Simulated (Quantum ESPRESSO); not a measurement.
# NaCl (Fm-3m) in Quantum ESPRESSO: a series of runs

Runs on NaCl. Level: PBEsol. Tasks: dielectric tensor.

Program: Quantum ESPRESSO 7.5. These are calculated values, not measurements. Logs are shortened: lines on timing, memory, paths and dates and some standing lists are left out, and cuts for length are marked.

**The experiment to reproduce.**

From a printed reference work, textbook, for a bulk crystal of NaCl at 80 K: high-frequency dielectric constant 2.34.

The runs below are set against these values where they give the same quantity.

**1. Starting point**

It takes space group Fm-3m (No. 225, cubic). The conventional cell has a = 5.588 Å, b = 5.588 Å, c = 5.588 Å, α = 90.00°, β = 90.00°, γ = 90.00°. Around Cl (site symmetry m-3m) lie 6 Na at 2.79 Å. Na (site symmetry m-3m) has 6 Cl at 2.79 Å as nearest neighbours.

The cell is a database's computed one.

**2. Dielectric tensor, PBEsol**

The input, pw.in:

```
&CONTROL
  calculation = 'scf'
  prefix = 'pwscf'
  outdir = './tmp'
  pseudo_dir = './pseudo'
  tprnfor = .true.
  tstress = .true.
  disk_io = 'low'
/
&SYSTEM
  ibrav = 0
  nat = 2
  ntyp = 2
  ecutwfc = 45
  ecutrho = 360
  nbnd = 14
  occupations = 'smearing'
  smearing = 'fd'
  degauss = 0.00367493
/
&ELECTRONS
  conv_thr = 4d-10
  electron_maxstep = 120
  mixing_beta = 0.5
/
ATOMIC_SPECIES
Cl    35.4500 cl_pbesol_v1.4.uspp.F.UPF
Na    22.9898 na_pbesol_v1.5.uspp.F.UPF
CELL_PARAMETERS angstrom
   0.0000000000    2.7940632177    2.7940632177
   2.7940632177    0.0000000000    2.7940632177
   2.7940632177    2.7940632177    0.0000000000
ATOMIC_POSITIONS crystal
Cl     0.5000000000    0.5000000000    0.5000000000
Na     0.0000000000    0.0000000000    0.0000000000
K_POINTS automatic
6 6 6 1 1 1
```

The input, scf2.in:

```
&CONTROL
  calculation = 'scf'
  prefix = 'pwscf'
  outdir = './tmp'
  pseudo_dir = './pseudo'
  tprnfor = .true.
  tstress = .true.
  disk_io = 'low'
/
&SYSTEM
  ibrav = 0
  nat = 2
  ntyp = 2
  ecutwfc = 45
  ecutrho = 360
  nbnd = 14
  occupations = 'fixed'
/
&ELECTRONS
  conv_thr = 1d-13
  electron_maxstep = 120
  mixing_beta = 0.5
  startingpot = 'file'
  startingwfc = 'file'
/
ATOMIC_SPECIES
Cl    35.4500 cl_pbesol_v1.4.uspp.F.UPF
Na    22.9898 na_pbesol_v1.5.uspp.F.UPF
CELL_PARAMETERS angstrom
   0.0000000000    2.7940632177    2.7940632177
   2.7940632177    0.0000000000    2.7940632177
   2.7940632177    2.7940632177    0.0000000000
ATOMIC_POSITIONS crystal
Cl     0.5000000000    0.5000000000    0.5000000000
Na     0.0000000000    0.0000000000    0.0000000000
K_POINTS automatic
6 6 6 1 1 1
```

The input, ph.in:

```
dielectric of NaCl
&INPUTPH
  prefix = 'pwscf'
  outdir = './tmp'
  tr2_ph = 1d-18
  fildyn = 'dyn'
  niter_ph = 90
  alpha_mix(1) = 0.7
  epsil = .true.
  trans = .false.
  zeu = .true.
/
0.0000000000 0.0000000000 0.0000000000
```

Potentials or basis: GBRV 1.5 PBEsol.

On the command line:

```console
> OMP_NUM_THREADS=1 pw.x -in pw.in > pw.out
> OMP_NUM_THREADS=1 pw.x -in scf2.in > scf2.out
> OMP_NUM_THREADS=1 ph.x -in ph.in > ph.out
```

pw.out:

```text
This program is part of the open-source Quantum ESPRESSO suite
     for quantum simulation of materials; please cite
[... 9 lines left out ...]
     --------------------
     sticks:   dense  smooth     PW     G-vecs:    dense   smooth      PW
     Sum        1393     685    211                34015    12039    2109

     Using Slab Decomposition

     bravais-lattice index     =            0
     lattice parameter (alat)  =       7.4671  a.u.
     unit-cell volume          =     294.3983 (a.u.)^3
     number of atoms/cell      =            2
     number of atomic types    =            2
     number of electrons       =        16.00
     number of Kohn-Sham states=           14
     kinetic-energy cutoff     =      45.0000  Ry
     charge density cutoff     =     360.0000  Ry
     scf convergence threshold =      4.0E-10
     mixing beta               =       0.5000
     number of iterations used =            8  plain     mixing
     Exchange-correlation= SLA  PW   PSX  PSC
                           (   1   4  10   8   0   0   0)

     celldm(1)=   7.467068  celldm(2)=   0.000000  celldm(3)=   0.000000
     celldm(4)=   0.000000  celldm(5)=   0.000000  celldm(6)=   0.000000

[... 8 lines left out ...]
               b(3) = (  0.707107  0.707107 -0.707107 )

     PseudoPot. # 1 for Cl read from file:
     cl_pbesol_v1.4.uspp.F.UPF
     Pseudo is Ultrasoft + core correction, Zval =  7.0
     Generated by new atomic code, or converted to UPF format
     Using radial grid of  909 points,  6 beta functions with:
                l(1) =   0
                l(2) =   0
                l(3) =   1
                l(4) =   1
                l(5) =   2
                l(6) =   2
     Q(r) pseudized with  8 coefficients,  rinner =    1.300   1.300   1.300
                                                       1.300   1.300

     PseudoPot. # 2 for Na read from file:
     na_pbesol_v1.5.uspp.F.UPF
     Pseudo is Ultrasoft, Zval =  9.0
     Generated by new atomic code, or converted to UPF format
     Using radial grid of  819 points,  5 beta functions with:
                l(1) =   0
                l(2) =   0
                l(3) =   1
                l(4) =   1
                l(5) =   2
     Q(r) pseudized with  8 coefficients,  rinner =    1.250   1.250   1.250
                                                       1.250   1.250

     atomic species   valence    mass     pseudopotential
     Cl                7.00    35.45000     Cl( 1.00)
     Na                9.00    22.98980     Na( 1.00)

     48 Sym. Ops., with inversion, found

   Cartesian axes

     site n.     atom                  positions (alat units)
         1        Cl     tau(   1) = (   0.7071068   0.7071068   0.7071068  )
         2        Na     tau(   2) = (   0.0000000   0.0000000   0.0000000  )

     number of k points=    28  Fermi-Dirac smearing, width (Ry)=  0.0037
                       cart. coord. in units 2pi/alat
        k(    1) = (   0.0589256   0.0589256   0.0589256), wk =   0.0185185
        k(    2) = (   0.1767767   0.1767767  -0.0589256), wk =   0.0555556
        k(    3) = (   0.2946278   0.2946278  -0.1767767), wk =   0.0555556
        k(    4) = (  -0.2946278  -0.2946278   0.4124790), wk =   0.0555556
        k(    5) = (  -0.1767767  -0.1767767   0.2946278), wk =   0.0555556
        k(    6) = (  -0.0589256  -0.0589256   0.1767767), wk =   0.0555556
[... 20 lines left out ...]
        k(   27) = (   0.2946278   0.2946278   0.2946278), wk =   0.0185185
        k(   28) = (  -0.2946278  -0.2946278   0.8838835), wk =   0.0555556

     Dense  grid:    34015 G-vectors     FFT dimensions: (  45,  45,  45)

     Smooth grid:    12039 G-vectors     FFT dimensions: (  32,  32,  32)

     Initial potential from superposition of free atoms

     starting charge      15.9936, renormalised to      16.0000

     negative rho (up, down):  1.472E-02 0.000E+00
     Starting wfcs are    9 randomized atomic wfcs +    5 random wfcs

     Self-consistent Calculation

     iteration #  1     ecut=    45.00 Ry     beta= 0.50
     Davidson diagonalization with overlap
     ethr =  1.00E-02,  avg # of iterations =  7.4

     Threshold (ethr) on eigenvalues was too large:
     Diagonalizing with lowered threshold

     Davidson diagonalization with overlap
     ethr =  2.62E-04,  avg # of iterations =  3.2

     negative rho (up, down):  1.501E-02 0.000E+00

     total energy              =    -128.62469982 Ry
     estimated scf accuracy    <       0.04023827 Ry

     iteration #  2     ecut=    45.00 Ry     beta= 0.50
     Davidson diagonalization with overlap
     ethr =  2.51E-04,  avg # of iterations =  2.0
[... 60 lines left out ...]
     iteration #  9     ecut=    45.00 Ry     beta= 0.50
     Davidson diagonalization with overlap
     ethr =  5.65E-12,  avg # of iterations =  2.1

     negative rho (up, down):  1.441E-02 0.000E+00

     End of self-consistent calculation

          k = 0.0589 0.0589 0.0589 (  1462 PWs)   bands (ev):

   -47.4076 -19.4935 -19.4913 -19.4913 -11.5327   0.9618   1.1312   1.1312
     6.4315  11.7952  12.1755  12.1755  14.0979  14.0979

          k = 0.1768 0.1768-0.0589 (  1488 PWs)   bands (ev):

   -47.4073 -19.5033 -19.4936 -19.4915 -11.4223   0.2825   0.9477   1.0668
     7.4219  11.0303  12.3715  12.5553  13.4594  14.4372
[... 63 lines left out ...]
   -47.4067 -19.5207 -19.4971 -19.4944 -11.1902  -0.6822   0.6047   0.8203
     8.7777  11.1939  11.4239  12.4539  15.3584  17.1306

          k =-0.6482 0.0589 0.0589 (  1509 PWs)   bands (ev):

   -47.4065 -19.5141 -19.5015 -19.5002 -11.1376  -0.5844   0.4426   0.5356
     8.7793   9.1416  12.2501  15.1188  15.6312  16.8726

          k =-0.5303 0.1768-0.0589 (  1503 PWs)   bands (ev):

   -47.4066 -19.5138 -19.5012 -19.4984 -11.1688  -0.4596   0.3823   0.6056
     9.2625   9.8353  11.2545  13.7562  15.0757  17.1073

          k =-0.4125 0.0589 0.0589 (  1499 PWs)   bands (ev):

   -47.4069 -19.5097 -19.4971 -19.4969 -11.2711  -0.2251   0.7013   0.7367
     8.6566   9.8227  11.5684  13.6862  14.0637  15.5150

          k = 0.1768 0.1768 0.1768 (  1489 PWs)   bands (ev):
[... 41 lines left out ...]
   -47.4068 -19.5235 -19.4934 -19.4934 -11.2105  -0.7956   0.8826   0.8826
     8.2405  11.6337  12.0513  12.0513  16.1490  16.2317

          k =-0.2946-0.2946 0.8839 (  1499 PWs)   bands (ev):

   -47.4067 -19.5213 -19.4986 -19.4946 -11.1644  -0.7162   0.4804   0.8013
     8.9559  11.0538  11.5463  12.4941  16.0225  16.1567

     the Fermi energy is     3.4567 ev

!    total energy              =    -128.63267422 Ry
     estimated scf accuracy    <          1.0E-10 Ry
     smearing contrib. (-TS)   =       0.00000000 Ry
     internal energy E=F+TS    =    -128.63267422 Ry

     The total energy is F=E-TS. E is the sum of the following terms:
     one-electron contribution =     -80.56525944 Ry
     hartree contribution      =      44.93323033 Ry
     xc contribution           =     -23.55590713 Ry
     ewald contribution        =     -69.44473798 Ry

     convergence has been achieved in   9 iterations

     negative rho (up, down):  1.441E-02 0.000E+00

     Forces acting on atoms (cartesian axes, Ry/au):

     atom    1 type  1   force =     0.00000000   -0.00000000   -0.00000000
     atom    2 type  2   force =    -0.00000000   -0.00000000    0.00000000

     Total force =     0.000000     Total SCF correction =     0.000000

     Computing stress (Cartesian axis) and pressure

     negative rho (up, down):  1.441E-02 0.000E+00
          total   stress  (Ry/bohr**3)                   (kbar)     P=        2.79
   0.00001897   0.00000000   0.00000000            2.79        0.00        0.00
   0.00000000   0.00001897   0.00000000            0.00        2.79        0.00
   0.00000000   0.00000000   0.00001897            0.00        0.00        2.79

=------------------------------------------------------------------------------=
   JOB DONE.
=------------------------------------------------------------------------------=
```

ph.out:

```text
This program is part of the open-source Quantum ESPRESSO suite
     for quantum simulation of materials; please cite
         "P. Giannozzi et al., J. Phys.:Condens. Matter 21 395502 (2009);
         "P. Giannozzi et al., J. Phys.:Condens. Matter 29 465901 (2017);
         "P. Giannozzi et al., J. Chem. Phys. 152 154105 (2020);
     in publications or presentations arising from this work. More details at

     IMPORTANT: XC functional enforced from input :
[... 190 lines left out ...]
      E*z (        0.00000        0.00000        1.09087 )

     INITIALIZATION:

     DIELECTRIC CONSTANT AND EFFECTIVE CHARGES:

      Additional routines

=------------------------------------------------------------------------------=
   JOB DONE.
=------------------------------------------------------------------------------=
```

Wall time 63 s (1 thread of Arm Neoverse V2, shared host); peak memory 0.15 GiB.

What came out:

* Free energy: -1750.1367 eV
* Pressure: 0.3 GPa
* Electronic dielectric tensor (diagonal): 2.58
* Born charges (mean of the diagonal): Cl -1.09; Na +1.09 e

Electronic dielectric tensor:
```
2.58 0.00 0.00
0.00 2.58 0.00
0.00 0.00 2.58
```

Born effective charge tensors (e):
atom 1, Cl
```
-1.09  0.00  0.00
 0.00 -1.09  0.00
 0.00  0.00 -1.09
```
atom 2, Na
```
1.09 0.00 0.00
0.00 1.09 0.00
0.00 0.00 1.09
```

**3. Dielectric tensor, PBEsol**

pw.in, as its differences from that of step 2:

```diff
@@ -36,2 +36,2 @@
 K_POINTS automatic
-6 6 6 1 1 1
+8 8 8 1 1 1
```

scf2.in, as its differences from that of step 2:

```diff
@@ -36,2 +36,2 @@
 K_POINTS automatic
-6 6 6 1 1 1
+8 8 8 1 1 1
```

ph.in is that of step 2.

Potentials or basis: GBRV 1.5 PBEsol.

On the command line:

```console
> OMP_NUM_THREADS=1 pw.x -in pw.in > pw.out
> OMP_NUM_THREADS=1 pw.x -in scf2.in > scf2.out
> OMP_NUM_THREADS=1 ph.x -in ph.in > ph.out
```

pw.out:

```text
This program is part of the open-source Quantum ESPRESSO suite
     for quantum simulation of materials; please cite
[... 9 lines left out ...]
     --------------------
     sticks:   dense  smooth     PW     G-vecs:    dense   smooth      PW
     Sum        1393     685    211                34015    12039    2109

     Using Slab Decomposition

     bravais-lattice index     =            0
     lattice parameter (alat)  =       7.4671  a.u.
     unit-cell volume          =     294.3983 (a.u.)^3
     number of atoms/cell      =            2
     number of atomic types    =            2
     number of electrons       =        16.00
     number of Kohn-Sham states=           14
     kinetic-energy cutoff     =      45.0000  Ry
     charge density cutoff     =     360.0000  Ry
     scf convergence threshold =      4.0E-10
     mixing beta               =       0.5000
     number of iterations used =            8  plain     mixing
[... 216 lines left out ...]

          k = 0.0442 0.0442 0.0442 (  1462 PWs)   bands (ev):

   -47.4077 -19.4925 -19.4913 -19.4913 -11.5429   1.0420   1.1401   1.1401
     6.3279  11.9074  12.1344  12.1344  14.1492  14.1492
[... 293 lines left out ...]
   -47.4067 -19.5232 -19.4966 -19.4942 -11.1725  -0.7965   0.6344   0.8269
     8.6787  11.3292  11.7178  12.2824  16.3192  16.5507

     the Fermi energy is     3.3999 ev

!    total energy              =    -128.63267413 Ry
     estimated scf accuracy    <          7.2E-11 Ry
     smearing contrib. (-TS)   =       0.00000000 Ry
     internal energy E=F+TS    =    -128.63267413 Ry

     The total energy is F=E-TS. E is the sum of the following terms:
     one-electron contribution =     -80.56526493 Ry
     hartree contribution      =      44.93323601 Ry
     xc contribution           =     -23.55590723 Ry
     ewald contribution        =     -69.44473798 Ry

     convergence has been achieved in   9 iterations

     negative rho (up, down):  1.441E-02 0.000E+00

     Forces acting on atoms (cartesian axes, Ry/au):

     atom    1 type  1   force =    -0.00000000    0.00000000   -0.00000000
     atom    2 type  2   force =     0.00000000    0.00000000    0.00000000

     Total force =     0.000000     Total SCF correction =     0.000000

     Computing stress (Cartesian axis) and pressure

     negative rho (up, down):  1.441E-02 0.000E+00
          total   stress  (Ry/bohr**3)                   (kbar)     P=        2.80
   0.00001903   0.00000000   0.00000000            2.80        0.00        0.00
   0.00000000   0.00001903   0.00000000            0.00        2.80        0.00
   0.00000000   0.00000000   0.00001903            0.00        0.00        2.80

=------------------------------------------------------------------------------=
   JOB DONE.
=------------------------------------------------------------------------------=
```

scf2.out:

```text
This program is part of the open-source Quantum ESPRESSO suite
     for quantum simulation of materials; please cite
[... 9 lines left out ...]
     --------------------
     sticks:   dense  smooth     PW     G-vecs:    dense   smooth      PW
     Sum        1393     685    211                34015    12039    2109
[... 502 lines left out ...]
   0.00001935  -0.00000000   0.00000000            2.85       -0.00        0.00
   0.00000000   0.00001935   0.00000000            0.00        2.85        0.00
  -0.00000000   0.00000000   0.00001935           -0.00        0.00        2.85

=------------------------------------------------------------------------------=
   JOB DONE.
=------------------------------------------------------------------------------=
```

ph.out:

```text
This program is part of the open-source Quantum ESPRESSO suite
     for quantum simulation of materials; please cite
         "P. Giannozzi et al., J. Phys.:Condens. Matter 21 395502 (2009);
         "P. Giannozzi et al., J. Phys.:Condens. Matter 29 465901 (2017);
         "P. Giannozzi et al., J. Chem. Phys. 152 154105 (2020);
     in publications or presentations arising from this work. More details at

     IMPORTANT: XC functional enforced from input :
[... 222 lines left out ...]
      E*z (        0.00000        0.00000        1.09087 )

     INITIALIZATION:

     DIELECTRIC CONSTANT AND EFFECTIVE CHARGES:

      Additional routines

=------------------------------------------------------------------------------=
   JOB DONE.
=------------------------------------------------------------------------------=
```

Wall time 2 min (1 thread of Arm Neoverse V2, shared host); peak memory 0.16 GiB.

What came out:

| Item | Value |
| --- | --- |
| Free energy | -1750.1367 eV |
| Pressure | 0.3 GPa |
| Electronic dielectric tensor (diagonal) | 2.58 |
| Born charges (mean of the diagonal) | Cl -1.09; Na +1.09 e |

Electronic dielectric tensor:
```
2.58 0.00 0.00
0.00 2.58 0.00
0.00 0.00 2.58
```

Born effective charge tensors (e):
atom 1, Cl
```
-1.09  0.00  0.00
 0.00 -1.09  0.00
 0.00  0.00 -1.09
```
atom 2, Na
```
1.09 0.00 0.00
0.00 1.09 0.00
0.00 0.00 1.09
```

**4. Against experiment**

Step 2. Against the measured high-frequency dielectric constant of NaCl, 2.34 (80 K; a printed reference work, textbook), the calculated 2.58 is off by +10.2 %.

Step 3. A measured high-frequency dielectric constant of NaCl is 2.34 (80 K; a printed reference work, textbook); the calculated 2.58 misses it by +10.2 %.
